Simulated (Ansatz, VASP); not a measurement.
Two plane-wave programs on Rb

```xyz
1
Lattice="-2.1319 2.1319 2.1319 2.1319 -2.1319 2.1319 2.1319 2.1319 -2.1319" Properties=species:S:1:pos:R:3 pbc="T T T"
Rb    0.0000    0.0000    0.0000
```

Change from the starting cell: volume scaled by 0.5, PAW files.

Alike in both runs: task single point; functional LDA; k mesh 11 × 11 × 11; occupations fermi-dirac, width 0.05 eV; no spin polarisation.

|  | VASP | Ansatz |
| --- | --- | --- |
| version | VASP 6.6.1 | Ansatz 0.2.0 |
| potentials or method | VASP PAW LDA potentials, release 64 (Rb_sv) | PAW with Ansatz's default frozen-core files, scalar-relativistic |
| plane-wave cutoff (eV) | 520 | 420 |
| valence electrons in the cell | 9 | 9 |

|  | VASP | Ansatz | Ansatz less VASP |
| --- | --- | --- | --- |
| pressure (GPa) | 8.1 | 8.1 | 0.00 |
